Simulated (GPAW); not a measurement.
A calculation with GPAW 26.7.0 of TiC (ASE script, Cartesian positions):

The input run.py:

```python
from ase.dft.bandgap import bandgap
from ase.io import read, write
from ase.units import GPa
from gpaw import GPAW, PW

atoms = read('TiC.xyz')

calc = GPAW(mode=PW(600),
            xc='PBE',
            kpts={'size': (9, 9, 9), 'gamma': True},
            occupations={'name': 'fermi-dirac', 'width': 0.05},
            nbands=18,
            maxiter=120,
            txt='gpaw.txt')
atoms.calc = calc
energy = atoms.get_potential_energy()
forces = atoms.get_forces()
stress = atoms.get_stress()
calc.write('gs.gpw')
write('result.traj', atoms)
print(f'Energy: {energy:.6f} eV')
print('Forces (eV/A):')
print(forces.round(4))
print('Stress (GPa):', (stress / GPa).round(3))
print('Fermi level:', round(calc.get_fermi_level(), 4), 'eV')
print(f'Gap: {bandgap(calc)[0]:.4f} eV, direct: {bandgap(calc, direct=True)[0]:.4f} eV')
```

TiC.xyz

```xyz
2
Lattice="0.0000000000 2.1657188437 2.1657188437 2.1657188437 0.0000000000 2.1657188437 2.1657188437 2.1657188437 0.0000000000" Properties=species:S:1:pos:R:3 pbc="T T T"
Ti     0.0000000000      0.0000000000      0.0000000000
C      2.1657188437      2.1657188437      2.1657188437
```

Potentials or basis: GPAW PAW data sets (gpaw-data 1.2.1), pw.

Run with:

```sh
$ OMP_NUM_THREADS=1 python run.py
```

The cell is a database's computed one.

**Question.** Write the same calculation in another form: ASE script, structure from a POSCAR.

**Answer.** As run:

File run.py:

```python
from ase.dft.bandgap import bandgap
from ase.io import read, write
from ase.units import GPa
from gpaw import GPAW, PW

atoms = read('POSCAR')

calc = GPAW(mode=PW(600),
            xc='PBE',
            kpts={'size': (9, 9, 9), 'gamma': True},
            occupations={'name': 'fermi-dirac', 'width': 0.05},
            nbands=18,
            maxiter=120,
            txt='gpaw.txt')
atoms.calc = calc
energy = atoms.get_potential_energy()
forces = atoms.get_forces()
stress = atoms.get_stress()
calc.write('gs.gpw')
write('result.traj', atoms)
print(f'Energy: {energy:.6f} eV')
print('Forces (eV/A):')
print(forces.round(4))
print('Stress (GPa):', (stress / GPa).round(3))
print('Fermi level:', round(calc.get_fermi_level(), 4), 'eV')
print(f'Gap: {bandgap(calc)[0]:.4f} eV, direct: {bandgap(calc, direct=True)[0]:.4f} eV')
```

File POSCAR:

```
TiC
1.0
    0.0000000000      2.1657188437      2.1657188437
    2.1657188437      0.0000000000      2.1657188437
    2.1657188437      2.1657188437      0.0000000000
Ti C
1 1
Direct
    0.0000000000      0.0000000000      0.0000000000
    0.5000000000      0.5000000000      0.5000000000
```

Potentials or basis: GPAW PAW data sets (gpaw-data 1.2.1), pw.

Launch:

```console
$ OMP_NUM_THREADS=1 python run.py
```

Both were run:

|  | ASE script, Cartesian positions | ASE script, structure from a POSCAR |
| --- | --- | --- |
| Pressure | 0.7 GPa | 0.7 GPa |
| Band gap on the k mesh | none (metal or under the smearing width) | none (metal or under the smearing width) |

Keys that steer only the numerical path or the files written may differ.

Caveat: the cutoff is short for stress and forces, so pressures can be off by a GPa or more.
